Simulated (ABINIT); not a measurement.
Runs of ABINIT 10.8.3 (patched build) on AlN. The structure is hexagonal, space group P6_3mc (No. 186). The conventional cell has a = 3.113 Å, b = 3.113 Å, c = 4.981 Å, α = 90.00°, β = 90.00°, γ = 120.00°. Al (site symmetry 3m) is surrounded by 4 N at 1.89 Å. Around N (site symmetry 3m) lie 4 Al at 1.89 Å. 

```tsv
task	level	potentials or basis	k mesh	cutoff (eV)	smearing	fine-grid cutoff	most SCF steps	gap on the mesh (eV)	pressure (GPa)	largest force (eV/Å)
band structure	LDA	JTH PAW PBE v2.0	10 × 10 × 6	844	fermi-dirac 0.05 eV	1442.2 eV	-	(a)	-2.7	0.12
band structure	PBE	JTH PAW PBE v2.0	10 × 10 × 6	844	fermi-dirac 0.05 eV	1442.2 eV	-	4.20	4.1	0.13
single point	PBE0	PseudoDojo NC SR PBE v0.4.1 standard	6 × 6 × 4	952	fixed	-	60	6.27	-1.9	0.13
band structure	PBEsol	JTH PAW PBE v2.0	10 × 10 × 6	844	fermi-dirac 0.05 eV	1442.2 eV	-	4.12	1.3	0.13
band structure	r2SCAN	JTH PAW PBE v2.0	10 × 10 × 6	844	fermi-dirac 0.05 eV	1442.2 eV	-	4.81	2.3	(c)
band structure	RPBE	JTH PAW PBE v2.0	10 × 10 × 6	844	fermi-dirac 0.05 eV	1442.2 eV	-	4.25	7.3	0.14
single point	PBE	PseudoDojo NC SR PBE v0.4.1 standard	6 × 6 × 4	952	fixed	-	-	(b)	2.7	0.13
band structure	WC	JTH PAW PBE v2.0	10 × 10 × 6	844	fermi-dirac 0.05 eV	1442.2 eV	-	4.12	1.0	0.13
```

Alike in all rows: no spin polarisation; cell as given.

**Question.** Estimate the missing entries.

**Answer.** (a) 4.21; (b) 4.22; (c) 0.15.

Caveats: the PAW data sets were made with another functional, which shifts forces and pressure a little (some runs); the potentials were made for another functional, which shifts forces and pressure (some runs).

